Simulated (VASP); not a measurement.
# Zn2Ga2O3 (P-3m1) in VASP: single point with PBE

Aim: the single point of Zn2Ga2O3 with PBE.

All numbers are computed with VASP 6.6.1; they aren't measurements. Logs are shortened: lines on timing, memory, paths and dates and some standing lists are left out, and cuts for length are marked.

## Step 1: Starting point

The structure is trigonal, space group P-3m1 (No. 164). The conventional cell has a = 2.980 Å, b = 2.980 Å, c = 13.776 Å, α = 90.00°, β = 90.00°, γ = 120.00°. Around Zn (site symmetry 3m) lie 9 Zn at 2.89 to 2.98 Å. Ga (site symmetry 3m) has 3 O at 1.89 Å as nearest neighbours. Around O (site symmetry 3m) lie 3 Ga at 1.89 Å. Around O (site symmetry -3m) lie 6 Ga at 2.23 Å.

The cell was built by a generator and needn't be a form met in nature.

## Step 2: Single point, PBE

Input file INCAR:

```
SYSTEM = Zn2Ga2O3
ALGO = Fast
EDIFF = 1E-5
ENCUT = 520
GGA = PE
ISIF = 2
ISMEAR = 0
KPAR = 2
LASPH = .True.
LCHARG = .False.
LREAL = Auto
LWAVE = .False.
NBANDS = 81
NELM = 80
PREC = Normal
SIGMA = 0.15
```

Input file KPOINTS:

```
k-points
0
Gamma
  9 9 2
  0 0 0
```

Input file POSCAR:

```
Zn2Ga2O3
1.0
    5.9601040000      0.0000000000      0.0000000000
   -1.4900260000      2.5808000000      0.0000000000
    0.0000000000      0.0000000000     13.7759400000
Zn Ga O
4 4 6
Direct
    0.1666665000      0.6666670000      0.4157070000
    0.6666665000      0.6666670000      0.4157070000
    0.3333335000      0.3333330000      0.5842930000
    0.8333335000      0.3333330000      0.5842930000
    0.1666665000      0.6666670000      0.1034280000
    0.6666665000      0.6666670000      0.1034280000
    0.3333335000      0.3333330000      0.8965720000
    0.8333335000      0.3333330000      0.8965720000
    0.3333335000      0.3333330000      0.1603190000
    0.8333335000      0.3333330000      0.1603190000
    0.1666665000      0.6666670000      0.8396810000
    0.6666665000      0.6666670000      0.8396810000
    0.0000000000      0.0000000000      0.0000000000
    0.5000000000      0.0000000000      0.0000000000
```

Potentials or basis: VASP PAW PBE potentials, release 64 (Zn, Ga_d, O).

On the command line:

```
$ cat potpaw_PBE.64/Zn/POTCAR potpaw_PBE.64/Ga_d/POTCAR potpaw_PBE.64/O/POTCAR > POTCAR
$ mpirun -np 2 vasp_std > vasp.out
```

OUTCAR:

```text
SYSTEM = Zn2Ga2O3
   EDIFF = 1E-5
   ENCUT = 520
   GGA = PE
   ISIF = 2
   ISMEAR = 0
   LASPH = .True.
   LREAL = Auto
   NELM = 80
   PREC = Normal

 ion  position               nearest neighbor table
   1  0.167  0.667  0.416-   3 2.89   4 2.89   3 2.89   2 2.98   2 2.98   2 2.98   2 2.98
   2  0.667  0.667  0.416-   4 2.89   3 2.89   4 2.89   1 2.98   1 2.98   1 2.98   1 2.98
   3  0.333  0.333  0.584-   1 2.89   2 2.89   1 2.89   4 2.98   4 2.98   4 2.98   4 2.98
   4  0.833  0.333  0.584-   2 2.89   1 2.89   2 2.89   3 2.98   3 2.98   3 2.98   3 2.98
   5  0.167  0.667  0.103-   9 1.89  10 1.89   9 1.89  13 2.23  13 2.23  14 2.23
   6  0.667  0.667  0.103-  10 1.89   9 1.89  10 1.89  14 2.23  14 2.23  13 2.23
   7  0.333  0.333  0.897-  11 1.89  12 1.89  11 1.89  14 2.23  14 2.23  13 2.23
   8  0.833  0.333  0.897-  12 1.89  11 1.89  12 1.89  13 2.23  13 2.23  14 2.23
   9  0.333  0.333  0.160-   5 1.89   6 1.89   5 1.89
  10  0.833  0.333  0.160-   6 1.89   5 1.89   6 1.89
  11  0.167  0.667  0.840-   7 1.89   8 1.89   7 1.89
  12  0.667  0.667  0.840-   8 1.89   7 1.89   8 1.89
  13  0.000  0.000  0.000-   5 2.23   8 2.23   5 2.23   8 2.23   6 2.23   7 2.23
  14  0.500  0.000  0.000-   6 2.23   7 2.23   6 2.23   7 2.23   8 2.23   5 2.23

  Warning from LATTYP: Monoclinic adjustment (A1->A3, A2->A1, A3->A2)!
  LATTYP: Found a simple orthorhombic cell.
 ALAT       =     2.9800513621
 B/A-ratio  =     1.7320510547
 C/A-ratio  =     4.6227189824

  Lattice vectors:

 A1 = (   1.4900260000,  -2.5808000000,   0.0000000000)
 A2 = (   4.4700780000,   2.5808000000,   0.0000000000)
 A3 = (   0.0000000000,   0.0000000000,  13.7759400000)

Analysis of symmetry for initial positions (statically):
=====================================================================
 Subroutine PRICEL returns following result:

  LATTYP: Found a hexagonal cell.
 ALAT       =     2.9800520000
 C/A-ratio  =     4.6227179928

  Lattice vectors:

 A1 = (   2.9800520000,   0.0000000000,   0.0000000000)
 A2 = (  -1.4900260000,   2.5808000000,   0.0000000000)
 A3 = (   0.0000000000,   0.0000000000,  13.7759400000)

   2 primitive cells build up your supercell.

 Routine SETGRP: Setting up the symmetry group for a
 simple orthorhombic supercell.

 Subroutine GETGRP returns: Found  4 space group operations
 (whereof  4 operations were pure point group operations)
 out of a pool of  8 trial point group operations.

The static configuration has the point symmetry C_2h.

Analysis of symmetry for dynamics (positions and initial velocities):
=====================================================================
 Subroutine PRICEL returns following result:

  LATTYP: Found a hexagonal cell.
 ALAT       =     2.9800520000
 C/A-ratio  =     4.6227179928

  Lattice vectors:

 A1 = (   2.9800520000,   0.0000000000,   0.0000000000)
 A2 = (  -1.4900260000,   2.5808000000,   0.0000000000)
 A3 = (   0.0000000000,   0.0000000000,  13.7759400000)

   2 primitive cells build up your supercell.

 Routine SETGRP: Setting up the symmetry group for a
 simple orthorhombic supercell.

 Subroutine GETGRP returns: Found  4 space group operations
 (whereof  4 operations were pure point group operations)
 out of a pool of  8 trial point group operations.

The dynamic configuration has the point symmetry C_2h.

 Subroutine INISYM returns: Found  4 space group operations
 (whereof  4 operations are pure point group operations),
 and found     2 'primitive' translations

----------------------------------------------------------------------------------------

                                     Primitive cell

  volume of cell :     105.9496

  direct lattice vectors                    reciprocal lattice vectors
     2.980052000  0.000000000  0.000000000     0.335564614  0.193738376  0.000000000
    -1.490026000  2.580800000  0.000000000     0.000000000  0.387476751  0.000000000
[... 26 lines left out ...]
 KPOINTS: k-points

Automatic generation of k-mesh.
 Grid dimensions read from file:
 generate k-points for:    9    9    2

 Generating k-lattice:

  Cartesian coordinates                     Fractional coordinates (reciprocal lattice)
     0.018642479  0.010763243  0.000000000     0.111111111 -0.000000000  0.000000000
     0.000000000  0.043052972  0.000000000     0.000000000  0.111111111  0.000000000
     0.000000000  0.000000000  0.036295164     0.000000000  0.000000000  0.500000000

  Length of vectors
     0.021526482  0.043052972  0.036295164

  Shift w.r.t. Gamma in fractional coordinates (k-lattice)
     0.000000000  0.000000000  0.000000000

 Subroutine IBZKPT returns following result:
 ===========================================

 Found     50 irreducible k-points:

 Following reciprocal coordinates:
            Coordinates               Weight
  0.000000  0.000000  0.000000      1.000000
  0.111111 -0.000000  0.000000      2.000000
  0.222222  0.000000  0.000000      2.000000
  0.333333  0.000000  0.000000      2.000000
  0.444444  0.000000  0.000000      2.000000
  0.000000  0.111111  0.000000      4.000000
[... 16 lines left out ...]
  0.333333  0.444444  0.000000      4.000000
  0.444444  0.444444  0.000000      4.000000
 [... further k-points ...]
   k-points           NKPTS =     50   k-points in BZ     NKDIM =     50   number of bands    NBANDS=     81
   number of dos      NEDOS =    301   number of ions     NIONS =     14
   total plane-waves  NPLWV =  51840
   dimension x,y,z NGX =    36 NGY =   18 NGZ =   80
   dimension x,y,z NGXF=    72 NGYF=   36 NGZF=  160
   ions per type =               4   4   6
   NGX,Y,Z   is equivalent  to a cutoff of  10.04, 10.04,  9.65 a.u.
   NGXF,Y,Z  is equivalent  to a cutoff of  20.08, 20.08, 19.31 a.u.
 SYSTEM =  Zn2Ga2O3
   PREC   = normal    normal or accurate (medium, high low for compatibility)
   ISTART =      0    job   : 0-new  1-cont  2-samecut
   ICHARG =      2    charge: 1-file 2-atom 10-const
   ISPIN  =      1    spin polarized calculation?
   LNONCOLLINEAR =      F non collinear calculations
   LSORBIT =      F    spin-orbit coupling
   LASPH  =      T    aspherical Exc in radial PAW
   ENCUT  =  520.0 eV  38.22 Ry    6.18 a.u.  11.08  5.54 25.61*2*pi/ulx,y,z
   NELM   =     80;   NELMIN=  2; NELMDL= -5     # of ELM steps
   EDIFF  = 0.1E-04   stopping-criterion for ELM
   LREAL  =      T    real-space projection
   EDIFFG = 0.1E-03   stopping-criterion for IOM
   NSW    =      0    number of steps for IOM
   IBRION =     -1    ionic relax: 0-MD 1-quasi-New 2-CG
   NFREE  =      0    steps in history (QN), initial steepest desc. (CG)
   ISIF   =      2    stress and relaxation
   ISYM   =      2    0-nonsym 1-usesym 2-fastsym
   POTIM  = 0.5000    time-step for ionic-motion
   TEBEG  =    0.0;   TEEND  =   0.0 temperature during run
   PSTRESS=    0.0 pullay stress
   NELECT =     136.0000    total number of electrons
   NUPDOWN=      -1.0000    fix difference up-down
   EMIN   =  10.00;   EMAX   =-10.00  energy-range for DOS
   EFERMI =   0.00;   METHOD = LEGACY
   ISMEAR =     0;   SIGMA  =   0.15  broadening in eV -4-tet -1-fermi 0-gaus
   EFERMI_NEDOS =   21; number of points for ismear=-14 and -15
   IALGO  =     68    algorithm
   IMIX   =      4    mixing-type and parameters
     AMIX     =   0.40;   BMIX     =  1.00
     AMIX_MAG =   1.60;   BMIX_MAG =  1.00
  volume/ion in A,a.u.               =      15.14       102.14
  Fermi-wavevector in a.u.,A,eV,Ry     =   1.412141  2.668559 27.131943  1.994142
  Thomas-Fermi vector in A             =   2.533920
   LORBIT       =      0    0 simple, 1 ext, 2 COOP (PROOUT), +10 PAW based schemes
   GGA     = PE    functional components
   LHFCALC =     F    Hartree Fock is set to
   AEXX    =    0.0000 exact exchange contribution
   IVDW    =     0    specifies the selected vdW correction
   LEPSILON=     F    determine dielectric tensor
   LRPA    =     F    only Hartree local field effects (RPA)
 non-spin polarized calculation
 RMM-DIIS sequential band-by-band and
 Gauss-broadening in eV      SIGMA  =   0.15
  energy-cutoff  :      520.00
  volume of cell :      211.90
 maximum number of plane-waves:      5756
   NGX = 23   NGY = 11   NGZ = 51

 number of electron     136.0000222 magnetization

 Free energy of the ion-electron system (eV)
  ---------------------------------------------------
  ext. energy  EPLUGINS =         0.00000000
  ---------------------------------------------------
  free energy    TOTEN  =       -60.96881919 eV

  energy without entropy =      -60.94931560  energy(sigma->0) =      -60.95906740

 E-fermi :   3.5138     XC(G=0): -10.0549

 val. band max:        3.5023751503   @ k =   0.2222   0.0000   0.5000
 cond. band min:       3.5395952590   @ k =  -0.1111   0.1111   0.5000
 fundamental gap:      0.0372201088
 Fermi energy:         3.5137967724

 k-point     1 :       0.0000    0.0000    0.0000
  band No.  band energies     occupation
      1     -18.5406      2.00000
      2     -17.8710      2.00000
      3     -17.1861      2.00000
      4     -17.1771      2.00000
      5     -16.6758      2.00000
      6     -16.6425      2.00000
[... 1981 lines left out ...]
     79       9.2619      0.00000
     80       9.4570      0.00000

 [... further k-points ...]

 [bands above 80 left out]

------------------------ aborting loop because EDIFF is reached ----------------------------------------

  FORCE on cell =-STRESS in cart. coord.  units (eV):
  Direction    XX          YY          ZZ          XY          YZ          ZX
  --------------------------------------------------------------------------------------
  -------------------------------------------------------------------------------------
  Total        0.4973376     -0.2418479     -0.4094501      0.6401534      0.0054471      0.0094347
  in kB        3.7603865     -1.8286201     -3.0958660      4.8402212      0.0411857      0.0713362
  external PRESSURE =      -0.3880332 kB  Pullay stress =       0.0000000 kB

 VOLUME and BASIS-vectors are now :
 -----------------------------------------------------------------------------
  energy-cutoff  :      520.00
  volume of cell :      211.90
      direct lattice vectors                 reciprocal lattice vectors
     5.960104000  0.000000000  0.000000000     0.167782307  0.096869188  0.000000000
    -1.490026000  2.580800000  0.000000000     0.000000000  0.387476751  0.000000000
     0.000000000  0.000000000 13.775940000     0.000000000  0.000000000  0.072590328

 POSITION                                       TOTAL-FORCE (eV/Angst)
 -----------------------------------------------------------------------------------
     -0.00000      1.72053      5.72675        -0.001286     -0.000742      0.085429
      2.98005      1.72053      5.72675        -0.001286     -0.000742      0.085429
      1.49003      0.86027      8.04919         0.001286      0.000742     -0.085429
      4.47008      0.86027      8.04919         0.001286      0.000742     -0.085429
     -0.00000      1.72053      1.42482         0.000110      0.000063     -0.015843
      2.98005      1.72053      1.42482         0.000110      0.000063     -0.015843
      1.49003      0.86027     12.35112        -0.000110     -0.000063      0.015843
      4.47008      0.86027     12.35112        -0.000110     -0.000063      0.015843
      1.49003      0.86027      2.20854         0.000032      0.000018     -0.014818
      4.47008      0.86027      2.20854         0.000032      0.000018     -0.014818
     -0.00000      1.72053     11.56740        -0.000032     -0.000018      0.014818
      2.98005      1.72053     11.56740        -0.000032     -0.000018      0.014818
      0.00000      0.00000      0.00000        -0.000000     -0.000000      0.000000
      2.98005      0.00000      0.00000        -0.000000     -0.000000      0.000000
 -----------------------------------------------------------------------------------
    total drift:                                0.000000     -0.000000     -0.000000

  FREE ENERGIE OF THE ION-ELECTRON SYSTEM (eV)
  ---------------------------------------------------
  free  energy   TOTEN  =       -60.9688191940 eV

  energy  without entropy=      -60.9493156011  energy(sigma->0) =      -60.95906740
```

Run time: 6.5 min. Hardware: 2 MPI ranks of Intel Xeon Platinum 8488C (Sapphire Rapids), shared host; peak memory 0.57 GiB.

What came out:

- Free energy: -60.9688 eV
- Pressure: 0.0 GPa
- Largest force: 0.085 eV/Å
- Band gap on the k mesh: none (metal or under the smearing width)

Forces in eV/Å, atoms in the order of the input:
```
Zn  -0.001 -0.001  0.085
Zn  -0.001 -0.001  0.085
Zn   0.001  0.001 -0.085
Zn   0.001  0.001 -0.085
Ga   0.000  0.000 -0.016
Ga   0.000  0.000 -0.016
Ga   0.000  0.000  0.016
Ga   0.000  0.000  0.016
O    0.000  0.000 -0.015
O    0.000  0.000 -0.015
O    0.000  0.000  0.015
O    0.000  0.000  0.015
O    0.000  0.000  0.000
O    0.000  0.000  0.000
```

Stress tensor (GPa, compression positive):
```
 0.38  0.48  0.01
 0.48 -0.18  0.00
 0.01  0.00 -0.31
```

Levels at points of the mesh, in eV from the Fermi level:
```tsv
k point	band 64	band 65	band 66	band 67	band 68	band 69	band 70	band 71	band 72	band 73
(0.00, 0.00, 0.00)	-3.97	-3.78	-3.67	-1.94	-1.76	-1.04	0.29	1.02	1.09	1.10
(0.00, 0.00, 0.50)	-3.99	-3.97	-3.78	-1.94	-1.75	-0.52	-0.33	0.93	1.05	1.26
```
